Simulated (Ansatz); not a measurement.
Crystal: Bi2Se3 (Paraguanajuatite).

```
CELL_PARAMETERS angstrom
2.07150 1.19598 9.54533
-2.07150 1.19598 9.54533
0.00000 -2.39196 9.54533
ATOMIC_POSITIONS crystal
Bi 0.59920 0.59920 0.59920
Bi 0.40080 0.40080 0.40080
Se 0.78830 0.78830 0.78830
Se 0.21170 0.21170 0.21170
Se 0.00000 0.00000 0.00000
```

Base run:

```yaml
Program: Ansatz 0.2.0
Functional: BLYP
Potentials_or_basis: all-electron LAPW, scalar-relativistic
Cutoff: 208 eV
Density_cutoff: 830 eV
Basis_error_allowed: 0.002 eV/atom
k_mesh: 8 × 8 × 8
Occupations: fermi-dirac, width 0.05 eV
Spin: no spin polarisation
```

Its results: band gap on the k mesh 0.27 eV, direct; pressure 6.3 GPa; largest force 0.306 eV/Å.

The run is repeated on the same cell with these changes: functional from BLYP to LDA. What comes out?

Band gap on the k mesh 0.10 eV, direct; pressure -1.8 GPa; largest force 0.118 eV/Å.

LDA binds more tightly than BLYP, so the same cell stands under less pressure.

Caveats: spin-orbit coupling is left out, which as a rule narrows the gap of such compounds by several tenths of an eV.

Not every run made on this cell is shown here.
